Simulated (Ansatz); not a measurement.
**V_N in Si3N4 (P6_3/m): charge-transition levels and formation energies**

Aim: at which Fermi levels does V_N in Si3N4 (P6_3/m) change its charge? The model is a cell of 392 host atoms with 1 N taken out.

Program: Ansatz 0.2.0. Level of theory: place-levels on PBEsol runs: charge-transition levels and formation energies with image-charge correction and potential alignment at the atomic sites; PAW set soft_1. Results are calculated unless marked as measured.

**1. Set-up**

The cell holds 391 atoms: 168 Si and 223 N. Cell: a = 15.249 Å, b = 15.249 Å, c = 20.372 Å, α = 90.0°, β = 90.0°, γ = 120.0°. It derives from Si3N4 (space group P6_3/m). Nearest the centre at fractional (0.650, 0.485, 0.464): Si239 at 1.74 Å, Si225 at 1.74 Å, Si337 at 1.74 Å, N343 at 2.78 Å, N51 at 2.82 Å, N37 at 2.82 Å, N347 at 2.82 Å, N333 at 2.82 Å.

Known beforehand: the electronic dielectric constant, (4.29, 4.29, 4.37), and the static one, (8.29, 8.29, 8.25), computed on the host (DFPT, PBEsol).

The cell's shortest repeat is 15.2 Å.

**2. Charge states**

Levels follow from differences of total energies between charge states, each relaxed by itself.

Each atom starts 0.04 Å or so off its site in a random direction: a symmetric start keeps its symmetry, and would miss off-centre moves and Jahn–Teller distortions. Forces are taken at the zone centre alone. The cell holds 1 electron fewer than the neutral one, with a uniform background that keeps it neutral on the whole.

One of the inputs; charge, spin and start change from state to state.

File qp1.relax/input.yaml:

```yaml
crystal:
  lattice:
    - [7.62445581, 0.0, 0.0]
    - [-3.81222791, 6.60297242, 0.0]
    - [0.0, 0.0, 2.91025635]
  atoms:
    - { symbol: Si, position: [0.232446, 0.826056, 0.75] }
    - { symbol: Si, position: [0.40639, 0.232446, 0.25] }
    - { symbol: Si, position: [0.826056, 0.59361, 0.25] }
    - { symbol: Si, position: [0.173944, 0.40639, 0.75] }
    - { symbol: Si, position: [0.59361, 0.767554, 0.75] }
    - { symbol: Si, position: [0.767554, 0.173944, 0.25] }
    - { symbol: "N", position: [0.333333, 0.666667, 0.75] }
    - { symbol: "N", position: [0.666667, 0.333333, 0.25] }
    - { symbol: "N", position: [0.970384, 0.669991, 0.75] }
    - { symbol: "N", position: [0.300393, 0.970384, 0.25] }
    - { symbol: "N", position: [0.669991, 0.699607, 0.25] }
    - { symbol: "N", position: [0.330009, 0.300393, 0.75] }
    - { symbol: "N", position: [0.029616, 0.330009, 0.25] }
    - { symbol: "N", position: [0.699607, 0.029616, 0.75] }
  supercell: [2, 2, 7]
  defects: [{ vacancy: 247 }]
total_charge: 1
basis:
  ecutwfc: 420
  xc_grid: 2
hamiltonian:
  xc: pbesol
  pseudopotentials: { kind: paw, azcp: { folder: soft_1 }, xc_functional: pbe }
kpoints:
  mp_grid: { grid: [1, 1, 1] }
scf:
  occupations: { method: fixed }
  max_iter: 60
output:
  forces: true
  charged_corrections:
    epsilon: [4.29, 4.29, 4.37]
    static_epsilon: [8.29, 8.29, 8.25]
    defect_position: [0.650197, 0.485192, 0.464286]
relax:
  f_tol: 0.02
  max_steps: 60
  random_displacement: { amplitude: 0.04, seed: 8120 }
checkpoint:
  write: "../qp1.relax.run"
  compress: false
  write_wavefunctions: true
  write_every: 100000
```

Command:

```
$ ansatz run input.yaml --threads 32 --pin off --max-ram 84787MiB --backend cuda --events-out ev --progress --plain --runs-dir out --max-vram 78GiB
```

The energy is taken again at one point at (¼, ¼, ¼), on the same structure.

The run of this state that the levels use, under PBEsol:

File qp1.quarter/input.yaml:

```yaml
crystal:
  checkpoint: "../qp1.relax.run"
  host: checkpoint
total_charge: 1
basis:
  ecutwfc: 420
  xc_grid: 2
hamiltonian:
  xc: pbesol
  pseudopotentials: { kind: paw, azcp: { folder: soft_1 }, xc_functional: pbe }
kpoints:
  mp_grid: { grid: [1, 1, 1], shift: [0.25, 0.25, 0.25] }
scf:
  occupations: { method: fixed }
  max_iter: 60
output:
  forces: true
  charged_corrections:
    epsilon: [4.29, 4.29, 4.37]
    static_epsilon: [8.29, 8.29, 8.25]
    defect_position: [0.650197, 0.485192, 0.464286]
  eigenvalues: true
  eigenstates: { localisation: true }
checkpoint:
  read: "../qp1.relax.run"
  write: "../qp1.quarter.run"
  compress: false
  write_wavefunctions: false
  write_every: 100000
```

Relaxations under PBEsol at the zone centre alone; times on 1 × NVIDIA GB200 with 32 threads of Arm Neoverse V2, shared host:

| charge | moment (μB) | occupations | outcome | steps | largest displacement against the far atoms (Å) | time |
| --- | --- | --- | --- | --- | --- | --- |
| 0 | 1 | fixed | converged | 10 | 0.27 | 37 s |
| +1 | 0 | fixed | converged | 8 | 0.09 | 21 s |

Single points under PBEsol at one point at (¼, ¼, ¼); times on 1 × NVIDIA GB200 with 32 threads of Arm Neoverse V2, shared host:

| charge | moment (μB) | occupations | outcome | time |
| --- | --- | --- | --- | --- |
| 0 | 1 | fixed | converged | 27 s |
| +1 | 0 | fixed | converged | 11 s |

Distances (Å) from the ideal centre to the nearest atoms after relaxation with PBEsol:

| charge | moment (μB) | 1. | 2. | 3. | 4. | 5. | 6. |
| --- | --- | --- | --- | --- | --- | --- | --- |
| 0 | 1 | Si 1.48 | Si 1.72 | Si 1.73 | N 2.69 | N 2.72 | N 2.73 |
| +1 | 0 | Si 1.73 | Si 1.73 | Si 1.83 | N 2.76 | N 2.78 | N 2.78 |

**3. Levels against the band edges, PBEsol, the zone centre alone**

qp1.gamma/input.yaml, as its differences from qp1.quarter/input.yaml of step 2:

```diff
@@ -11,3 +11,3 @@
 kpoints:
-  mp_grid: { grid: [1, 1, 1], shift: [0.25, 0.25, 0.25] }
+  mp_grid: { grid: [1, 1, 1] }
 scf:
@@ -22,6 +22,5 @@
   eigenvalues: true
-  eigenstates: { localisation: true }
 checkpoint:
   read: "../qp1.relax.run"
-  write: "../qp1.quarter.run"
+  write: "../qp1.gamma.run"
   compress: false
```

The job ended after 3.5 s (1 × NVIDIA GB200 with 32 threads of Arm Neoverse V2, shared host; peak memory 2.7 GiB; 8.3 s of CPU time).

File levels.gamma.yaml:

```yaml
host:
  run: host.gamma.run
states: [q0_M1.gamma.run, qp1.gamma.run]
geometry_from:
  q0_M1.gamma.run: q0_M1.relax.run
  qp1.gamma.run: qp1.relax.run
  host.gamma.run: host.relax.run
chemical_potentials:
  "N":
    energy: -378.476431
    dataset: "<sha256 of the dataset>"
```

Command:

```
$ ansatz place-levels levels.gamma.yaml -- --threads 32 --pin off --max-ram 84787MiB --backend cuda --max-vram 78GiB
```

Numbers of over 12 decimals in the logs are rounded to 6 here.

Log:

```text
(+1/0) 1.627 eV above the valence edge, 2.558 eV under the conduction edge
formation energy of charge +1: +3.796 eV with the Fermi level at the valence edge
formation energy of charge 0: +5.423 eV with the Fermi level at the valence edge
  edges by pbesol, gap 4.184 eV; the host is sampled to repeats of 15.25 Å
[... the lines on each state left out ...]
```

It took 0.54 s on 32 threads.

Under PBEsol the gap is 4.18 eV, (+1/0) 1.63 eV.

**4. place-levels, PBEsol, one point at (¼, ¼, ¼)**

A charged cell interacts with its images and the background, and its potential has another zero than the host's. place-levels removes the first by a point-charge model, screened by the static dielectric constant since the ions have relaxed around the charge, and the second by comparing potentials at atoms far from the defect.

The host is a run of the defect-free crystal in the same cutoffs, grids and k-points, so that basis and sampling errors cancel in part in the differences. The host is run in a cell of 98 atoms on a matching mesh. Its band edges are searched through the zone by a band path, so the gap is smaller than, or equal to, that on the mesh. Chemical potentials are energies per atom of N (N2 molecule), run with the same functional and cutoff.

File levels.quarter.yaml:

```yaml
host:
  run: host.quarter.run
states: [q0_M1.quarter.run, qp1.quarter.run]
geometry_from:
  q0_M1.quarter.run: q0_M1.relax.run
  qp1.quarter.run: qp1.relax.run
  host.quarter.run: host.relax.run
chemical_potentials:
  "N":
    energy: -378.476431
    dataset: "<sha256 of the dataset>"
```

Command:

```
$ ansatz place-levels levels.quarter.yaml -- --threads 32 --pin off --max-ram 84787MiB --backend cuda --max-vram 78GiB
```

Log:

```text
(+1/0) 1.616 eV above the valence edge, 2.570 eV under the conduction edge
formation energy of charge +1: +3.835 eV with the Fermi level at the valence edge
formation energy of charge 0: +5.451 eV with the Fermi level at the valence edge
  edges by pbesol, gap 4.187 eV; the host is sampled to repeats of 25.45 Å
  the defect's cells are sampled to repeats of 25.45 Å, like sampling
  charge +1: -189292.8510 eV with its correction of +0.121 eV, at epsilon [8.29, 8.29, 8.25], aligned at sites: -0.0277 eV, mean over 221 atomic sites at or beyond 7.62 Å from the defect at [0.6502, 0.4852, 0.4643], with -0.002115 for the charge's moments and [...]
  charge 0: +0.001 eV for its dipole among its images, +0.000 omitted
  of states[1] (qp1.quarter.run): how wide its charge is, is not read beside other atoms or cores, and a band state would take no correction. [...]
```

Run time: 0.56 s. Hardware: 32 threads.

Under PBEsol the gap is 4.19 eV, (+1/0) 1.62 eV; the stage before (PBEsol, at other k-points) gave a gap of 4.18 eV and levels within 0.01 eV of these.

Levels between the charges placed, in eV above the valence top:

|  | gap (eV) | (+1/0) |
| --- | --- | --- |
| PBEsol | 4.19 | 1.62 |

Corrections by state:

| charge | moment (μB) | image terms and alignment (eV) | band filling (eV) | ε used | over the lowest of its charge, as the program ranks them, band filling apart (eV) |
| --- | --- | --- | --- | --- | --- |
| +1 | 0.0 | 0.121 | - | principal values (8.25, 8.29, 8.29) | 0.000 |
| 0 | 1.0 | 0.001 | - | - | 0.000 |

From the program's caveats on the states, each cut to its opening words:

- charge +1: how wide its charge is, is not read beside other atoms or cores, and a band state would take no correction

The host's formation energy from the elements is -1.218 eV per atom; it sets how far the chemical potentials can move.

Limit set by the element alone; other compounds of these elements are not counted. Chemical potentials from the elements' reference states: N 0.00 eV, Si -2.84 eV. Formation energy by charge state (N-rich; gap 4.19 eV):

| charge | at valence top (eV) | at conduction bottom (eV) | correction included (eV) |
| --- | --- | --- | --- |
| +1 | 3.83 | 8.02 | 0.12 |
| 0 | 5.45 | 5.45 | 0.00 |

Fermi level (eV), lowest formation energy (eV) and a bar from the least value:
```
     0.00       3.83 
     0.38       4.21 #######
     0.76       4.60 ##############
     1.14       4.98 #####################
     1.52       5.36 ############################
     1.90       5.45 ##############################
     2.29       5.45 ##############################
     2.67       5.45 ##############################
     3.05       5.45 ##############################
     3.43       5.45 ##############################
     3.81       5.45 ##############################
     4.19       5.45 ##############################
```

Limit set by the element alone; other compounds of these elements are not counted. Chemical potentials from the elements' reference states: Si 0.00 eV, N -2.13 eV. Formation energy by charge state (Si-rich; gap 4.19 eV):

| charge | at valence top (eV) | at conduction bottom (eV) | correction included (eV) |
| --- | --- | --- | --- |
| +1 | 1.70 | 5.89 | 0.12 |
| 0 | 3.32 | 3.32 | 0.00 |

Fermi level (eV), lowest formation energy (eV) and a bar from the least value:
```
     0.00       1.70 
     0.38       2.08 #######
     0.76       2.46 ##############
     1.14       2.84 #####################
     1.52       3.22 ############################
     1.90       3.32 ##############################
     2.29       3.32 ##############################
     2.67       3.32 ##############################
     3.05       3.32 ##############################
     3.43       3.32 ##############################
     3.81       3.32 ##############################
     4.19       3.32 ##############################
```

**5. Side by side**

Levels between neighbouring charges, in eV above each run's own valence top:

|  | gap (eV) | (+1/0) | GPU time a state at this stage (restarts are quicker than cold starts) |
| --- | --- | --- | --- |
| PBEsol, zone centre alone | 4.18 | 1.63 | 4.3 s |
| PBEsol, (¼, ¼, ¼) | 4.19 | 1.62 | 19 s |

**6. What came out**

| Item | Value |
| --- | --- |
| gap of the host | 4.19 eV (PBEsol) |
| level (plus 1/0) | 1.62 eV above the valence top |
| lowest of the charges placed, just above the valence top (0.02 eV) | +1 |
| lowest of the charges placed, just below the conduction bottom (0.02 eV) | 0 |
| lowest formation energy at mid-gap of the charges run, N-rich | 5.45 eV |
| lowest formation energy at mid-gap of the charges run, Si-rich | 3.32 eV |

**Reading.** Of the charges placed (0 and +1), the lowest changes at 1.62 eV (+1/0) above the valence top, in a gap of 4.19 eV. Charges above +1 and below 0 were not placed, so these runs say nothing of levels that involve them. States placed: +1 at 0 μB; 0 at 1 μB. Other spin states or structures, where not listed, weren't placed. What this leaves open: one k-point off the zone centre stands for the whole zone; PBEsol makes the gap too small and tends to spread out bound carriers; where a gas molecule sets a chemical potential or the host's formation energy, its binding is uncorrected.

[Logs are printed without paths, hosts, clocks, repeated set-up lines and the standing remarks that a program may print on its own settings, such as how far it seeks lower states.]

[Hosts, paths, dates, database ids (printed as entryN), source tags and the programs' standing remarks are cut or masked in the printed files.]

[Where a table of states has a column of steps, it counts the stored structures, which are thinned; the runs took as many ionic steps or more.]

[A defect's name tells the site on which it was built; relaxed atoms can leave that site.]

[For some hosts the program warned that the k-mesh of the response run may be too coarse for force constants and the static dielectric constant; such warnings are not shown here.]
